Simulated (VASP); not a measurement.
# Cu (Fm-3m) in VASP: notebook

Runs on Cu. Level: PBEsol. Tasks: phonons.

All numbers are computed with VASP 6.6.1; they aren't measurements. Logs are shortened: lines on timing, memory, paths and dates and some standing lists are left out, and cuts for length are marked.

### 1 The structure

The structure is cubic, space group Fm-3m (No. 225). Conventional cell: a = 3.570 Å, b = 3.570 Å, c = 3.570 Å, α = 90.00°, β = 90.00°, γ = 90.00°. Cu (site symmetry m-3m) is surrounded by 12 Cu at 2.52 Å.

### 2 Phonons, PBEsol

File POSCAR:

```
Cu
1.0
    0.0000000000      1.7848606284      1.7848606284
    1.7848606284      0.0000000000      1.7848606284
    1.7848606284      1.7848606284      0.0000000000
  Cu
     1
Direct
     0.0000000000000000    0.0000000000000000    0.0000000000000000
```

File INCAR.step1:

```
PREC = Accurate ; ENCUT = 600
EDIFF = 1E-8 ; ISMEAR = 1
SIGMA = 0.2 ; LREAL = F
LASPH = T ; NELM = 80
ALGO = Normal ; ISIF = 3
LWAVE = F ; LCHARG = F
GGA = PS ; KPAR = 2
IBRION = 2 ; NSW = 40
EDIFFG = -0.002
```

File INCAR.step2:

```
PREC = Accurate ; ENCUT = 600
EDIFF = 1E-8 ; ISMEAR = 1
SIGMA = 0.2 ; LREAL = F
LASPH = T ; NELM = 80
ALGO = Normal ; ISIF = 2
LWAVE = F ; LCHARG = F
GGA = PS ; KPAR = 2
IBRION = 6 ; NFREE = 2
POTIM = 0.015 ; NSW = 1
```

File KPOINTS:

```
Automatic mesh
0
Gamma
  32 32 32
```

Potentials or basis: VASP PAW PBE potentials, release 64 (Cu).

Command:

```
$ cat potpaw_PBE.64/Cu/POTCAR > POTCAR
$ cp INCAR.step1 INCAR
$ mpirun -np 2 vasp_std > vasp.out
$ cp CONTCAR POSCAR
$ cp INCAR.step2 INCAR
$ mpirun -np 2 vasp_std > vasp.out
```

OUTCAR:

```text
PREC = Accurate
   ENCUT = 600
   EDIFF = 1E-8
   ISMEAR = 1
   LREAL = F
   LASPH = T
   NELM = 80
   ISIF = 2
   GGA = PS
   IBRION = 6
   NFREE = 2
   POTIM = 0.015
   NSW = 1

 ion  position               nearest neighbor table
   1  0.000  0.000  0.000-

  LATTYP: Found a face centered cubic cell.
 ALAT       =     3.5687065397

  Lattice vectors:

 A1 = (   0.0000000000,   1.7843532698,   1.7843532698)
 A2 = (   1.7843532698,   0.0000000000,   1.7843532698)
 A3 = (   1.7843532698,   1.7843532698,   0.0000000000)

Analysis of symmetry for initial positions (statically):
=====================================================================
 Subroutine PRICEL returns:
 Original cell was already a primitive cell.

 Routine SETGRP: Setting up the symmetry group for a
 face centered cubic supercell.

 Subroutine GETGRP returns: Found 48 space group operations
 (whereof 48 operations were pure point group operations)
 out of a pool of 48 trial point group operations.

The static configuration has the point symmetry O_h .

Analysis of symmetry for dynamics (positions and initial velocities):
=====================================================================
 Subroutine PRICEL returns:
 Original cell was already a primitive cell.

 Routine SETGRP: Setting up the symmetry group for a
 face centered cubic supercell.

 Subroutine GETGRP returns: Found 48 space group operations
 (whereof 48 operations were pure point group operations)
 out of a pool of 48 trial point group operations.

The dynamic configuration has the point symmetry O_h .

 Subroutine INISYM returns: Found 48 space group operations
 (whereof 48 operations are pure point group operations),
 and found     1 'primitive' translations

----------------------------------------------------------------------------------------

                                     Primitive cell

  volume of cell :      11.3625

  direct lattice vectors                    reciprocal lattice vectors
     0.000000000  1.784353270  1.784353270    -0.280213570  0.280213570  0.280213570
     1.784353270  0.000000000  1.784353270     0.280213570 -0.280213570  0.280213570
     1.784353270  1.784353270  0.000000000     0.280213570  0.280213570 -0.280213570

  length of vectors
     2.523456594  2.523456594  2.523456594     0.485344140  0.485344140  0.485344140

  position of ions in fractional coordinates (direct lattice)
     0.000000000  0.000000000  0.000000000

  ion indices of the primitive-cell ions
   primitive index   ion index
                 1           1

----------------------------------------------------------------------------------------

 KPOINTS: Automatic mesh

Automatic generation of k-mesh.
 Grid dimensions read from file:
 generate k-points for:   32   32   32

 Generating k-lattice:

  Cartesian coordinates                     Fractional coordinates (reciprocal lattice)
    -0.008756674  0.008756674  0.008756674     0.031250000  0.000000000  0.000000000
     0.008756674 -0.008756674  0.008756674     0.000000000  0.031250000  0.000000000
     0.008756674  0.008756674 -0.008756674     0.000000000  0.000000000  0.031250000

  Length of vectors
     0.015167004  0.015167004  0.015167004

  Shift w.r.t. Gamma in fractional coordinates (k-lattice)
     0.000000000  0.000000000  0.000000000

 Subroutine IBZKPT returns following result:
[... 45 lines left out ...]
   LSORBIT =      F    spin-orbit coupling
   LASPH  =      T    aspherical Exc in radial PAW
   ENCUT  =  600.0 eV  44.10 Ry    6.64 a.u.   5.04  5.04  5.04*2*pi/ulx,y,z
   NELM   =     80;   NELMIN=  2; NELMDL=  0     # of ELM steps
   EDIFF  = 0.1E-07   stopping-criterion for ELM
   LREAL  =      F    real-space projection
   EDIFFG = 0.1E-06   stopping-criterion for IOM
   NSW    =     49    number of steps for IOM
   IBRION =      6    ionic relax: 0-MD 1-quasi-New 2-CG
   NFREE  =      2    steps in history (QN), initial steepest desc. (CG)
   ISIF   =      2    stress and relaxation
   ISYM   =      2    0-nonsym 1-usesym 2-fastsym
   POTIM  = 0.0150    time-step for ionic-motion
   TEBEG  =    0.0;   TEEND  =   0.0 temperature during run
   PSTRESS=    0.0 pullay stress
   NELECT =      11.0000    total number of electrons
   NUPDOWN=      -1.0000    fix difference up-down
   EMIN   =  10.00;   EMAX   =-10.00  energy-range for DOS
   EFERMI =   0.00;   METHOD = LEGACY
   ISMEAR =     1;   SIGMA  =   0.20  broadening in eV -4-tet -1-fermi 0-gaus
   EFERMI_NEDOS =   21; number of points for ismear=-14 and -15
   IALGO  =     38    algorithm
   IMIX   =      4    mixing-type and parameters
     AMIX     =   0.40;   BMIX     =  1.00
     AMIX_MAG =   1.60;   BMIX_MAG =  1.00
  volume/ion in A,a.u.               =      11.36        76.68
  Fermi-wavevector in a.u.,A,eV,Ry     =   1.619502  3.060415 35.685190  2.622788
  Thomas-Fermi vector in A             =   2.713593
   LORBIT       =      0    0 simple, 1 ext, 2 COOP (PROOUT), +10 PAW based schemes
   GGA     = PS    functional components
   LHFCALC =     F    Hartree Fock is set to
   AEXX    =    0.0000 exact exchange contribution
   IVDW    =     0    specifies the selected vdW correction
   LEPSILON=     F    determine dielectric tensor
   LRPA    =     F    only Hartree local field effects (RPA)
 finite differences with symmetry
 non-spin polarized calculation
 Methfessel and Paxton  Order N= 1 SIGMA  =   0.20
  energy-cutoff  :      600.00
  volume of cell :       11.36
 maximum number of plane-waves:       392
   NGX =  9   NGY =  9   NGZ =  9

--------------------------------------- Ionic step        1  -------------------------------------------

 number of electron      11.0000013 magnetization

 Free energy of the ion-electron system (eV)
  ---------------------------------------------------
  ext. energy  EPLUGINS =         0.00000000
  ---------------------------------------------------
  free energy    TOTEN  =        -4.30889093 eV

  energy without entropy =       -4.30934896  energy(sigma->0) =       -4.30904361

------------------------ aborting loop because EDIFF is reached ----------------------------------------

  FORCE on cell =-STRESS in cart. coord.  units (eV):
  Direction    XX          YY          ZZ          XY          YZ          ZX
  --------------------------------------------------------------------------------------
  -------------------------------------------------------------------------------------
  Total        0.0008503      0.0008503      0.0008503     -0.0000000     -0.0000000      0.0000000
  in kB        0.1198959      0.1198959      0.1198959     -0.0000000     -0.0000000      0.0000000
  external PRESSURE =       0.1198959 kB  Pullay stress =       0.0000000 kB
[... 57 lines left out ...]
--------------------------------------- Ionic step        3  -------------------------------------------

 number of electron      11.0000007 magnetization

 Free energy of the ion-electron system (eV)
  ---------------------------------------------------
  ext. energy  EPLUGINS =         0.00000000
  ---------------------------------------------------
  free energy    TOTEN  =        -4.30888429 eV

  energy without entropy =       -4.30934231  energy(sigma->0) =       -4.30903696

 E-fermi :   7.9085     XC(G=0): -13.1352

 val. band max:        7.9074596194   @ k =   0.5000   0.3125   0.1250
 cond. band min:       7.9339341410   @ k =   0.4375   0.4063   0.0000
 fundamental gap:      0.0264745216
 Fermi energy:         7.9085350450

 k-point     1 :       0.0000    0.0000    0.0000
  band No.  band energies     occupation
      1      -1.8006      2.00000
      2       4.7388      2.00000
      3       4.7388      2.00000
      4       4.7388      2.00000
      5       5.6221      2.00000
      6       5.6221      2.00000
      7      30.7793      0.00000
      8      33.6958      0.00000
      9      33.6958      0.00000
[... 265 lines left out ...]
 k-point    24 :       0.2188    0.0313    0.0000
  band No.  band energies     occupation
      1      -0.2138      2.00000
      2       4.4742      2.00000
      3       4.9182      2.00000
      4       4.9226      2.00000
      5       5.5739      2.00000
      6       5.6881      2.00000
      7      22.7555      0.00000
      8      30.5664      0.00000
      9      30.5863      0.00000

 [... further k-points ...]

------------------------ aborting loop because EDIFF is reached ----------------------------------------

  FORCE on cell =-STRESS in cart. coord.  units (eV):
  Direction    XX          YY          ZZ          XY          YZ          ZX
  --------------------------------------------------------------------------------------
  -------------------------------------------------------------------------------------
  Total        0.0011558      0.0011558      0.0011558      0.0000000     -0.0000000     -0.0000000
  in kB        0.1629686      0.1629686      0.1629686      0.0000000     -0.0000000     -0.0000000
  external PRESSURE =       0.1629686 kB  Pullay stress =       0.0000000 kB
[... 16 lines left out ...]
  FREE ENERGIE OF THE ION-ELECTRON SYSTEM (eV)
  ---------------------------------------------------
  free  energy   TOTEN  =        -4.3088842856 eV

  energy  without entropy=       -4.3093423133  energy(sigma->0) =       -4.30903696

 INTERNAL STRAIN TENSORS FROM DISPLACED ATOMS
 ============================================

 INTERNAL STRAIN TENSOR FOR ION    1 for displacements in x,y,z  (eV/Angst):
          X           Y           Z          XY          YZ          ZX
  --------------------------------------------------------------------------------
  x     0.00000     0.00000     0.00000     0.00000     0.00000     0.00000
  y     0.00000     0.00000     0.00000     0.00000     0.00000     0.00000
  z     0.00000     0.00000     0.00000     0.00000     0.00000     0.00000

 Eigenvectors and eigenvalues of the dynamical matrix
 ----------------------------------------------------

   1 f  =    0.000000 THz     0.000000 2PiTHz    0.000000 cm-1     0.000000 meV
             X         Y         Z           dx          dy          dz
      0.000000  0.000000  0.000000     1.000000    0.000000    0.000000

   2 f  =    0.000000 THz     0.000000 2PiTHz    0.000000 cm-1     0.000000 meV
             X         Y         Z           dx          dy          dz
      0.000000  0.000000  0.000000     0.000000    1.000000    0.000000

   3 f  =    0.000000 THz     0.000000 2PiTHz    0.000000 cm-1     0.000000 meV
             X         Y         Z           dx          dy          dz
      0.000000  0.000000  0.000000     0.000000    0.000000    1.000000

 ELASTIC MODULI CONTR FROM IONIC RELAXATION (kBar)
 Direction    XX          YY          ZZ          XY          YZ          ZX
 --------------------------------------------------------------------------------
 XX           0.0000      0.0000      0.0000      0.0000      0.0000      0.0000
 YY           0.0000      0.0000      0.0000      0.0000      0.0000      0.0000
 ZZ           0.0000      0.0000      0.0000      0.0000      0.0000      0.0000
 XY           0.0000      0.0000      0.0000      0.0000      0.0000      0.0000
 YZ           0.0000      0.0000      0.0000      0.0000      0.0000      0.0000
 ZX           0.0000      0.0000      0.0000      0.0000      0.0000      0.0000
 --------------------------------------------------------------------------------
```

It took 3.5 min on 2 MPI ranks of Intel Xeon Platinum 8259CL at 2.50GHz (Skylake/Cascade Lake), shared host; peak memory 0.31 GiB.

What came out:

* Relaxed volume: 11.36 Å³/atom
* Relaxed cell: a = 2.523 Å, b = 2.523 Å, c = 2.523 Å, α = 60.00°, β = 60.00°, γ = 60.00°
* Space group after relaxing (to 0.05 Å): Fm-3m (No. 225)

Final structure:
```xyz
1
Lattice="0.0000 1.7844 1.7844 1.7844 0.0000 1.7844 1.7844 1.7844 0.0000" Properties=species:S:1:pos:R:3 pbc="T T T"
Cu    0.0000    0.0000    0.0000
```

Caveat: the PAW data sets were made with another functional, which shifts forces and pressure a little.

### 3 Phonons, PBEsol

POSCAR is that of step 2.

Changes to INCAR.step1 since step 2:

```diff
@@ -6,4 +6,4 @@
 LWAVE = F ; LCHARG = F
-GGA = PS ; KPAR = 2
-IBRION = 2 ; NSW = 40
-EDIFFG = -0.002
+GGA = PS ; PSTRESS = -15.0
+KPAR = 2 ; IBRION = 2
+NSW = 40 ; EDIFFG = -0.002
```

File INCAR.step2:

```
PREC = Accurate ; ENCUT = 600
EDIFF = 1E-8 ; ISMEAR = 1
SIGMA = 0.2 ; LREAL = F
LASPH = T ; NELM = 80
ALGO = Normal ; ISIF = 2
LWAVE = F ; LCHARG = F
GGA = PS ; PSTRESS = -15.0
KPAR = 2 ; IBRION = 6
NFREE = 2 ; POTIM = 0.015
NSW = 1
```

KPOINTS is that of step 2.

Potentials or basis: VASP PAW PBE potentials, release 64 (Cu).

Command:

```
$ cat potpaw_PBE.64/Cu/POTCAR > POTCAR
$ cp INCAR.step1 INCAR
$ mpirun -np 2 vasp_std > vasp.out
$ cp CONTCAR POSCAR
$ cp INCAR.step2 INCAR
$ mpirun -np 2 vasp_std > vasp.out
```

OUTCAR:

```text
PREC = Accurate
   ENCUT = 600
   EDIFF = 1E-8
   ISMEAR = 1
   LREAL = F
   LASPH = T
   NELM = 80
   ISIF = 2
   GGA = PS
   PSTRESS = -15.0
   IBRION = 6
   NFREE = 2
   POTIM = 0.015
   NSW = 1

 ion  position               nearest neighbor table
   1  0.000  0.000  0.000-

  LATTYP: Found a face centered cubic cell.
 ALAT       =     3.5798235582

  Lattice vectors:

 A1 = (   0.0000000000,   1.7899117791,   1.7899117791)
 A2 = (   1.7899117791,   0.0000000000,   1.7899117791)
 A3 = (   1.7899117791,   1.7899117791,   0.0000000000)

Analysis of symmetry for initial positions (statically):
=====================================================================
 Subroutine PRICEL returns:
 Original cell was already a primitive cell.

 Routine SETGRP: Setting up the symmetry group for a
 face centered cubic supercell.

[... 536 lines left out ...]
      1      -0.2702      2.00000
      2       4.3890      2.00000
      3       4.8261      2.00000
      4       4.8305      2.00000
      5       5.4725      2.00000
      6       5.5850      2.00000
      7      22.5469      0.00000
      8      30.3273      0.00000
      9      30.3495      0.00000

 [... further k-points ...]
[... 5 lines left out ...]
  --------------------------------------------------------------------------------------
  -------------------------------------------------------------------------------------
  Total       -0.1065544     -0.1065544     -0.1065544     -0.0000000     -0.0000000     -0.0000000
  in kB      -14.8852812    -14.8852812    -14.8852812     -0.0000000     -0.0000000     -0.0000000
  external PRESSURE =       0.1147188 kB  Pullay stress =     -15.0000000 kB
[... 20 lines left out ...]
  energy  without entropy=       -4.3088694437  energy(sigma->0) =       -4.30856435

  enthalpy is  TOTEN    =        -4.4157873874 eV   P V=       -0.1073755869

 INTERNAL STRAIN TENSORS FROM DISPLACED ATOMS
 ============================================

 INTERNAL STRAIN TENSOR FOR ION    1 for displacements in x,y,z  (eV/Angst):
          X           Y           Z          XY          YZ          ZX
  --------------------------------------------------------------------------------
  x     0.00000     0.00000     0.00000     0.00000     0.00000     0.00000
  y     0.00000     0.00000     0.00000     0.00000     0.00000     0.00000
  z     0.00000     0.00000     0.00000     0.00000     0.00000     0.00000

 Eigenvectors and eigenvalues of the dynamical matrix
 ----------------------------------------------------

   1 f  =    0.000000 THz     0.000000 2PiTHz    0.000000 cm-1     0.000000 meV
             X         Y         Z           dx          dy          dz
      0.000000  0.000000  0.000000     1.000000    0.000000    0.000000

   2 f  =    0.000000 THz     0.000000 2PiTHz    0.000000 cm-1     0.000000 meV
             X         Y         Z           dx          dy          dz
      0.000000  0.000000  0.000000     0.000000    1.000000    0.000000

   3 f  =    0.000000 THz     0.000000 2PiTHz    0.000000 cm-1     0.000000 meV
             X         Y         Z           dx          dy          dz
      0.000000  0.000000  0.000000     0.000000    0.000000    1.000000

 ELASTIC MODULI CONTR FROM IONIC RELAXATION (kBar)
 Direction    XX          YY          ZZ          XY          YZ          ZX
 --------------------------------------------------------------------------------
 XX           0.0000      0.0000      0.0000      0.0000      0.0000      0.0000
 YY           0.0000      0.0000      0.0000      0.0000      0.0000      0.0000
 ZZ           0.0000      0.0000      0.0000      0.0000      0.0000      0.0000
 XY           0.0000      0.0000      0.0000      0.0000      0.0000      0.0000
 YZ           0.0000      0.0000      0.0000      0.0000      0.0000      0.0000
 ZX           0.0000      0.0000      0.0000      0.0000      0.0000      0.0000
 --------------------------------------------------------------------------------
```

OSZICAR.step1:

```text
N       E                     dE             d eps       ncg     rms          rms(c)
DAV:   1     0.377256415050E+02    0.37726E+02   -0.62418E+03 16675   0.232E+03
DAV:   2    -0.494177658714E+01   -0.42667E+02   -0.40617E+02 16252   0.206E+02
DAV:   3    -0.540353026979E+01   -0.46175E+00   -0.46038E+00 19034   0.311E+01
[... 27 lines left out ...]
DAV:   4    -0.430839277497E+01    0.19570E-03   -0.22618E-04 21518   0.187E-01    0.220E-03
DAV:   5    -0.430839261884E+01    0.15612E-06   -0.16886E-06 20709   0.234E-02    0.334E-03
DAV:   6    -0.430839199165E+01    0.62719E-06   -0.48741E-07 18901   0.135E-02    0.245E-04
DAV:   7    -0.430839202201E+01   -0.30363E-07   -0.24399E-09  9469   0.101E-03    0.255E-05
DAV:   8    -0.430839202900E+01   -0.69865E-08   -0.31987E-10  8417   0.272E-04
   3 F= -.44157676E+01 E0= -.44159202E+01  d E =-.409183E-03
```

It took 3.4 min on 2 MPI ranks of Intel Xeon Platinum 8259CL at 2.50GHz (Skylake/Cascade Lake), shared host; peak memory 0.31 GiB.

What came out:

| Item | Value |
| --- | --- |
| Relaxed volume | 11.47 Å³/atom |
| Relaxed cell | a = 2.531 Å, b = 2.531 Å, c = 2.531 Å, α = 60.00°, β = 60.00°, γ = 60.00° |
| Space group after relaxing (to 0.05 Å) | Fm-3m (No. 225) |

Step by step:
| step | energy change (eV) | largest force (eV/Å) | pressure (GPa) | volume (Å³) |
| --- | --- | --- | --- | --- |
| 1 | 0.0000 | 0.0000 | -0.13 | 11.37 |
| 2 | 0.0013 | 0.0000 | -2.35 | 11.53 |
| 3 | 0.0005 | 0.0000 | -1.49 | 11.47 |

Final structure:
```
CELL_PARAMETERS angstrom
0.00000 1.78991 1.78991
1.78991 0.00000 1.78991
1.78991 1.78991 0.00000
ATOMIC_POSITIONS crystal
Cu 0.00000 0.00000 0.00000
```

Caveat: the PAW data sets were made with another functional, which shifts forces and pressure a little.
